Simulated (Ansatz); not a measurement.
# Σ5 (210) boundary in bcc W with O (interstitial): structure and resistance, part 2 of 2

Aim: the relaxed structure and the specific resistance of the Σ5 (210) boundary in bcc W with O (interstitial).

Ansatz 0.2.0; Ansatz plane-wave DFT, PBE, PAW files; relaxation of a bicrystal slab with its lowest layers held; PAW set soft_1 (the session's first sound run).

So far. Step 2 (Relaxing the bicrystal): The largest force component on a free atom ends at 0.014 eV/Å, under the tolerance of 0.03, after 18 steps.

### 3. Transmission across the boundary

Bulk layers of each grain are laid under and over the relaxed boundary, and a lead is named in the middle of each, away from the free faces. The mesh across the current, 10×20, is finer than the density's, because channels open and close sharply across the zone. Energies from -0.1 to 0.1 eV in steps of 0.05 eV are too few for the program's thermal sum, so it prints no conductance; for a metal the transmission near the Fermi level serves, at a fraction of the cost.

This step: Ansatz plane-wave DFT, PBE, PAW files; ballistic transport by layer matching (Landauer), zero bias; boundary relaxed in a short slab, bulk layers laid on; PAW set soft_1 (Ansatz 0.2.0).

System of this step: Σ5 (210) boundary in bcc W with O (interstitial). The cell holds 62 atoms: 61 W and 1 O. Its edges and angles: a = 7.077 Å, b = 3.165 Å, c = 51.154 Å, α = 90.0°, β = 90.0°, γ = 90.0°. It derives from W. Regions: lower grain, 25 atoms (25 W); boundary, 17 atoms (16 W and 1 O); upper grain, 20 atoms (20 W). Vacuum lies along c.

The input, input.yaml:

```yaml
crystal:
  lattice:
    - [7.0767079352, 0.0, 0.0]
    - [0.0, 3.1648, 0.0]
    - [0.0, 0.0, 51.153511028]
  atoms:
    - { symbol: W, position: [-9.9000000001, -16.5, 0.078196001] }
    - { symbol: W, position: [-9.6000000001, -16.0, 0.0920302575] }
    - { symbol: W, position: [-9.3000000001, -15.5, 0.1058645141] }
    - { symbol: W, position: [-9.0000000001, -15.0, 0.1196987706] }
    - { symbol: W, position: [-8.7000000001, -14.5, 0.1335330271] }
    - { symbol: W, position: [-8.4000000001, -14.0, 0.1473672836] }
    - { symbol: W, position: [-8.1000000001, -13.5, 0.1612015401] }
    - { symbol: W, position: [-7.8000000001, -13.0, 0.1750357967] }
    - { symbol: W, position: [-7.5000000001, -12.5, 0.1888700532] }
    - { symbol: W, position: [-7.2000000001, -12.0, 0.2027043097] }
    - { symbol: W, position: [-6.9000000001, -11.5, 0.2165385662] }
    - { symbol: W, position: [-6.6000000001, -11.0, 0.2303728227] }
    - { symbol: W, position: [-6.3000000001, -10.5, 0.2442070793] }
    - { symbol: W, position: [-6.0000000001, -10.0, 0.2580413358] }
    - { symbol: W, position: [-5.7000000001, -9.5, 0.2718755923] }
    - { symbol: W, position: [-5.4000000001, -9.0, 0.2857098488] }
    - { symbol: W, position: [-5.1000000001, -8.5, 0.2995441053] }
    - { symbol: W, position: [-4.8, -8.0, 0.3133783619] }
    - { symbol: W, position: [-4.5, -7.5, 0.3272126184] }
    - { symbol: W, position: [-4.2, -7.0, 0.3410468749] }
    - { symbol: W, position: [-3.9, -6.5, 0.3548811314] }
    - { symbol: W, position: [-3.6, -6.0, 0.3687153879] }
    - { symbol: W, position: [-3.3, -5.5, 0.3825496445] }
    - { symbol: W, position: [-3.0, -5.0, 0.396383901] }
    - { symbol: W, position: [-2.7, -4.5, 0.4102181575] }
    - { symbol: W, position: [0.6, 0.0, 0.424052414] }
    - { symbol: W, position: [0.9008182225, 0.5, 0.4372203181] }
    - { symbol: W, position: [0.2031642835, 0.0, 0.4523967714] }
    - { symbol: W, position: [0.5005871706, 0.5, 0.4665917682] }
    - { symbol: W, position: [0.803136658, 0.0, 0.4792010568] }
    - { symbol: W, position: [0.0997748326, 0.5, 0.4927282608] }
    - { symbol: W, position: [0.4148545393, 0.0, 0.5097074095] }
    - { symbol: W, position: [0.7156956486, 0.5, 0.5206274349] }
    - { symbol: W, position: [0.0085550424, 0.0, 0.5373691364] }
    - { symbol: O, position: [0.2391756851, 0.5, 0.5305309735] }
    - { symbol: W, position: [0.6500992077, 0.0, 0.5625001351] }
    - { symbol: W, position: [0.315505082, 0.5, 0.5726799577] }
    - { symbol: W, position: [1.0194904528, 0.0, 0.5894586671] }
    - { symbol: W, position: [0.7190446032, 0.5, 0.603782644] }
    - { symbol: W, position: [0.4153608631, 0.0, 0.6158368801] }
    - { symbol: W, position: [1.1188284389, 0.5, 0.6306719465] }
    - { symbol: W, position: [0.8167826488, 0.0, 0.6451188686] }
    - { symbol: W, position: [-2.4832173512, -4.5, 0.6589531251] }
    - { symbol: W, position: [-2.7832173512, -5.0, 0.6727873816] }
    - { symbol: W, position: [-3.0832173512, -5.5, 0.6866216381] }
    - { symbol: W, position: [-3.3832173512, -6.0, 0.7004558947] }
    - { symbol: W, position: [-3.6832173512, -6.5, 0.7142901512] }
    - { symbol: W, position: [-3.9832173512, -7.0, 0.7281244077] }
    - { symbol: W, position: [-4.2832173512, -7.5, 0.7419586642] }
    - { symbol: W, position: [-4.5832173512, -8.0, 0.7557929207] }
    - { symbol: W, position: [-4.8832173512, -8.5, 0.7696271773] }
    - { symbol: W, position: [-5.1832173512, -9.0, 0.7834614338] }
    - { symbol: W, position: [-5.4832173512, -9.5, 0.7972956903] }
    - { symbol: W, position: [-5.7832173512, -10.0, 0.8111299468] }
    - { symbol: W, position: [-6.0832173512, -10.5, 0.8249642033] }
    - { symbol: W, position: [-6.3832173512, -11.0, 0.8387984599] }
    - { symbol: W, position: [-6.6832173512, -11.5, 0.8526327164] }
    - { symbol: W, position: [-6.9832173513, -12.0, 0.8664669729] }
    - { symbol: W, position: [-7.2832173513, -12.5, 0.8803012294] }
    - { symbol: W, position: [-7.5832173513, -13.0, 0.8941354859] }
    - { symbol: W, position: [-7.8832173513, -13.5, 0.9079697425] }
    - { symbol: W, position: [-8.1832173513, -14.0, 0.921803999] }
kpoints:
  mp_grid: { grid: [4, 8, 1] }
hamiltonian:
  xc: pbe
  pseudopotentials: { kind: paw, azcp: { folder: soft_1 } }
scf:
  occupations: { method: fermi_dirac, width: 0.1 }
output:
  transmission:
    leads: [[13, 14], [50, 51]]
    kmesh: [10, 20]
    e_range: [-0.1, 0.1]
    de: 0.05
  write_potential: true
  write_density: true
  volumetric_format: npy
  elf: true
```

On the command line:

```sh
$ ansatz run input.yaml --threads 8 --pin off --max-ram 15360MiB --backend cpu --events-out ev --progress --plain --runs-dir out
```

Numbers of over 12 decimals in the logs are rounded to 6 here.

Output:

```text
[...]
Crystal: 62 atoms, lattice volume = 1145.653 Å³
Basis set: ecut = 420 eV, 22331 PW (Γ)
Bands: 516, of which v1, the nominal top of the filled ones, is band 430 counted from 1 (429 counted from 0)
Symmetry: 2 space group operations
[...]
k-points: 15 of 32 (time reversal used)
[...]
SCF iter   1: F=—  HF=-634113.969701 eV  |F-HF|=—  |Δ(HF+E_count)|=         —  Δρ=6.43e-2  dr2=5.12e2  ethr=3.10e-3  ⟨swp⟩=6.1  Hψ=31047  notcnv=0
[...]
SCF iter  12: F=-634093.928448 eV  HF=-634093.928448 eV  |F-HF|=1.14e-8  |Δ(HF+E_count)|=   1.80e-7  Δρ=1.50e-6  dr2=4.81e-8  ethr=1.16e-11  ⟨swp⟩=11.4  Hψ=28228  notcnv=0
SCF 1 converged in 12 iterations: F = -634093.928448 eV  dr2 = 4.81e-8
[...]
transmission: 330 of 3234 steps passed
transmission: 648 of 3234 steps passed
[...]
transmission: 3234 of 3234 steps passed
WARN: The input density's exchange-correlation potential varies sharply where the density is thin. Do not read a vacuum level from v_tot or v_xc, or from such a field of the output density. On a cell that repeats whose density bears no net charge and no dipole along the vacuum's axis use v_es (v_loc + v_h of the components); under efield.dipole_correction with no amplitude use v_es + v_field, which holds any external [...]
SCF converged after 12 iterations
Free energy (F): -634093.928448 eV
[...]
Internal energy: -634092.772723 eV  (E = F + TS)
E sigma→0 (E₀):  -634093.350586 eV
Entropy (-TS):   -1.155725 eV (-18.641 meV/atom)
Fermi energy:    18.374756 eV
[...]
--- Band table (eV; the first three rows and the last of 15) ---
  k-point 0: bands = [... 426 lower, 17.9866, 18.0860, 18.0917, 18.1046, 18.1063, 18.1373, 18.2332, 18.2394, ... 82 higher]
  k-point 1: bands = [... 426 lower, 18.0513, 18.1457, 18.2356, 18.2830, 18.2987, 18.3208, 18.3356, 18.4290, ... 82 higher]
  k-point 2: bands = [... 426 lower, 18.0123, 18.0773, 18.2820, 18.3882, 18.4111, 18.6651, 18.7233, 18.8353, ... 82 higher]
  k-point 14: bands = [... 426 lower, 18.5317, 18.6477, 18.7589, 18.7869, 18.8287, 18.9774, 18.9796, 19.1502, ... 82 higher]
--- Transmission ---
  basis      : 193 plane waves across, 49 finite elements along
  points     : 66, standing for a mesh of 10 x 20
  energies   : 5 from -0.100000 to 0.100000 eV about the Fermi level, 0.050000 eV apart; the leads are filled to 0.000000 eV, and channels, transmission and decay are at 0.000000 eV
  crystal 0  : W4, at the sites [13, 14], period 2.8307 Å, over 18.40 Å; its Hamiltonian steps by up to 44.8 meV: too much for a lead, lay more layers or, if its atoms are ordered, name the step of that order
    offset         : up to 0.0000 Å between an atom of the period and one for which it stands
    channels       : 2.590000e0 a spin
    conductance    : none, the energies end too early or step too widely for 300 K: set another output.transmission.e_range or a lower de, or, where they end at an eighth of basis.ecutwfc, a higher one
    slowest decay  : 0.0241 /Å at (0.4000, 0.2500)
[...]
channels       : 2.600000e0 a spin
[...]
slowest decay  : 0.0262 /Å at (0.4000, 0.2500)
  junction   : crystal 0 to crystal 1, 12.85 to 37.60 Å
    transmission   : 1.100379e0 a spin
[...]
```

Wall time 11 min (8 threads of Arm Neoverse V2, shared host); peak memory 10 GiB; 78 min of CPU time.

Reading the cycles: dr2 is the Hartree energy of the density residual (eV), the measure of convergence; HF is the Harris–Foulkes estimate of the energy, which meets the free energy F at convergence.

This step gave:

```
free energy                                    : -634093.9284 eV
energy at zero smearing                        : -634093.3506 eV
Fermi energy                                   : 18.37 eV
cell area                                      : 22.40 Å²
transmission per spin nearest the Fermi level  : 1.100
open channels per spin nearest the Fermi level : 2.59
open channels per spin, upper lead             : 2.6
step of the lead's potential                   : 44.8 meV
step of the upper lead's potential             : 28.1 meV
```

Per spin. The transmission, zone mean by energy, zero at the Fermi level:

```tsv
energy (eV)	transmission, zone mean
-0.1000	1.05
-0.0500	1.07
0.0000	1.10
0.0500	1.12
0.1000	1.14
```

Per spin. The open channels, zone mean by energy, zero at the Fermi level:

```tsv
energy (eV)	lead	upper lead
-0.1000	2.55	2.56
-0.0500	2.53	2.53
0.0000	2.59	2.6
0.0500	2.73	2.7
0.1000	2.83	2.83
```

Transmission over k1 and k2. At 0.0000 eV from the Fermi level.

Ten even steps from '_' (0.00) to '@' (4.25):
```
....::::==--==::::..
________......______
______..::::::..____
________==++==______
____..::::::::::..__
______::::::::::____
....::::..__..::::..
****==::------::==**
%%@@====------====@@
@@@@**==========**@@
%%@@====------====@@
****==::------::==**
....::::..__..::::..
______::::::::::____
____..::::::::::..__
________==++==______
______..::::::..____
________......______
....::::==--==::::..
....::====--====::..
```
Columns: k1 (b1) from -0.5 to 0.4; rows upwards: k2 (b2) from -0.5 to 0.45.

Open channels over k1 and k2. At 0.0000 eV from the Fermi level.

Ten even steps from '_' (0.00) to '@' (9.00):
```
::::--::======::--::
____....::::::....__
______::::::::::____
______..------..____
____..::::::::::..__
__....::::::::::....
::..::::::::::::::..
**##++--======--++##
%%@@**++======++**@@
%%@@##**======**##@@
%%@@**++======++**@@
**##++--======--++##
::..::::::::::::::..
__....::::::::::....
____..::::::::::..__
______..------..____
______::::::::::____
____....::::::....__
::::--::======::--::
::::--==========--::
```
Columns: k1 (b1) from -0.5 to 0.4; rows upwards: k2 (b2) from -0.5 to 0.45.

Valence density in the ca plane at fractional y = 0.500, with atoms of W and O within 0.2 Å of it. It is the smooth field of the valence electrons, not physical close to the nuclei.

Ten even steps from '0' (0.1 e/Å³) to '9' (7.0 e/Å³), each cell a mean:
```
00000000367410000000000000000000000000000003
00000001577610000000000000000000000000000004
00000000377410000000000000000000010000000002
02320000133100000000244100000001353100000000
26752000000000000001577400000002677300000000
37772000000000000001577410000002777300000000
26751000000000000000365200000001354100001100
02210000000013420000011000000000011000014531
00000000000037761000000000000000000000037762
00000000000047762000000000000000000000037762
00000010000025641000000000001110000000013430
00001453000001110000000000026641000000000100
00003776200000000000001210047761000000000000
00003776200000000000016841037751000000000000
00001453100000000110027941013420000023100000
10000110000000003552013420000000000267510000
30000000000000015775100000000000000377720000
20000000000000015774100000000000000267510000
10000000012100002441000000000000000022100001
```
Columns run along c (16.0 Å, from fractional 0.37 to 0.68 of the cell), rows up along a (7.1 Å). Atoms in or near the plane, at fractional coordinates: W at (0.38, 0.70), W at (0.41, 0.30), W at (0.44, 0.90), W at (0.47, 0.50), W at (0.49, 0.10), W at (0.52, 0.72), O at (0.53, 0.24), W at (0.57, 0.32), W at (0.60, 0.72), W at (0.63, 0.12), W at (0.66, 0.52).

Electrostatic potential energy in the ca plane at fractional y = 0.500, with atoms of W and O within 0.2 Å of it. With pseudopotentials it is smooth inside the atoms' cores, unlike the true potential.

Ten even steps from '0' (-28 eV) to '9' (21 eV), each cell a mean:
```
89999996200158997667999999999999999887899961
99999985000048999999999999999999999999999961
87778996100058999998756799999998656899999972
62236898421479999996311379999985101489999986
20003899877899999984000159999973000279999998
10002799999999999984000158999972000279998889
30003899999986678986200279999985101489975458
63236999999841126898644689999998545799830015
88789999999610003899988999999999988999610002
99999989999610003899999999998889999999710003
99997556899730015899999999864358999999841025
99984101589864358999999999720015899999986568
99961000379998889999986578500003899999999899
99961000379999998888861037610004899877899999
79974101589999986446850027741136998632379999
48997546899999862002673259986678997200048999
27999889999999840000488899999999996100027999
27999999888899850000589999999999997200048998
58999998633589973013799999999999998632379985
```
Columns run along c (16.0 Å, from fractional 0.37 to 0.68 of the cell; values clipped at the 3rd and 97th percentile), rows up along a (7.1 Å). Atoms in or near the plane, at fractional coordinates: W at (0.38, 0.70), W at (0.41, 0.30), W at (0.44, 0.90), W at (0.47, 0.50), W at (0.49, 0.10), W at (0.52, 0.72), O at (0.53, 0.24), W at (0.57, 0.32), W at (0.60, 0.72), W at (0.63, 0.12), W at (0.66, 0.52).

ELF in the ca plane at fractional y = 0.500, with atoms of W and O within 0.2 Å of it. It is the smooth field of the valence electrons, not physical close to the nuclei.

Ten even steps from '0' (0.11) to '9' (0.78), each cell a mean:
```
14554542677711432211246664211235564211235316
34445533731742554433334565200245433344555327
11223421665733555552122233201222231135545425
14651231366314544532477312212212676325545521
57574144221125555534745622434414726624555542
65166145544333345523724733545525716613543223
47674255455311222421677524545533677313313311
15531354455236751231243014545530133133037763
32112555554276473145431124555443223453165275
55443234553174175256653112332113555554276374
45531132233047773355421000024421454444236761
45423676114214411453113320057773355455311222
55427627414533223442159983173174255554433345
45316527524555542111288796176473144322124555
13313776335445521341297597036751231256313544
31331331145445426785169995001223430475742454
61454322345555338237215641122345532650651455
62455554212245227457301111134444542576731442
22544552145313204774123332222334552146412312
```
Columns run along c (16.0 Å, from fractional 0.37 to 0.68 of the cell), rows up along a (7.1 Å). Atoms in or near the plane, at fractional coordinates: W at (0.38, 0.70), W at (0.41, 0.30), W at (0.44, 0.90), W at (0.47, 0.50), W at (0.49, 0.10), W at (0.52, 0.72), O at (0.53, 0.24), W at (0.57, 0.32), W at (0.60, 0.72), W at (0.63, 0.12), W at (0.66, 0.52).

Over the solved energies the transmission per spin lies between 1.05 and 1.14, out of 2.65 channels of the lead on average (up to 2.83). The log calls the step of a lead's potential too much.

### 4. Specific resistance

This step: Ansatz plane-wave DFT, PBE, PAW files; ballistic transport by layer matching (Landauer), zero bias; specific resistance of the boundary; PAW set soft_1 (Ansatz 0.2.0).

This step gave:

```
area resistance                      : 1.546 fΩ m²
T over the leads' mean channel count : 0.4141
```

Averaged over the energies near the Fermi level, 41.4 % of the channels pass, which makes 1.55 fΩ m².

By hand, with T and the leads' channels N averaged over the energies near the Fermi level: RA = A (h/2e²)(1/T − ½[1/N₁ + 1/N₂]) = 22.40×10⁻²⁰ m² × 12 906 Ω × (1/1.095 − ½[1/2.646 + 1/2.644]) = 1.55 fΩ m².

### 5. What came out

```yaml
specific_resistance_of_the_boundary: 1.55 fΩ m²
share_of_channels_that_pass: 0.414
```

In words: The boundary has a specific resistance of 1.5 fΩ m². The boundary reflects 59 % of the channels; 1.5 fΩ m² is 15×10⁻¹² Ω·cm². That equals the resistance of 28 nm of bulk W at 300 K (measured 5.44 µΩ cm, CRC Handbook of Chemistry and Physics, 84th ed., 2003, Electrical Resistivity of Pure Metals). One O in 22.4 Å² of boundary is a high coverage. In the relaxation the upper grain slid sideways by about 1.5 Å, so the result belongs to the position that it found, not to the starting one. One starting structure was relaxed; another shift or atom count at the boundary may lie lower. Spin-orbit coupling is left out, which matters for W. A lead's potential steps by up to 45 meV from period to period, which the log calls too much, so longer leads could move the result.

[Logs are printed without paths, hosts, clocks, repeated set-up lines and the standing remarks that a program may print on its own settings, such as how far it seeks lower states.]

[Hosts, paths, dates, database ids (printed as entryN), source tags and the programs' standing remarks are cut or masked in the printed files.]
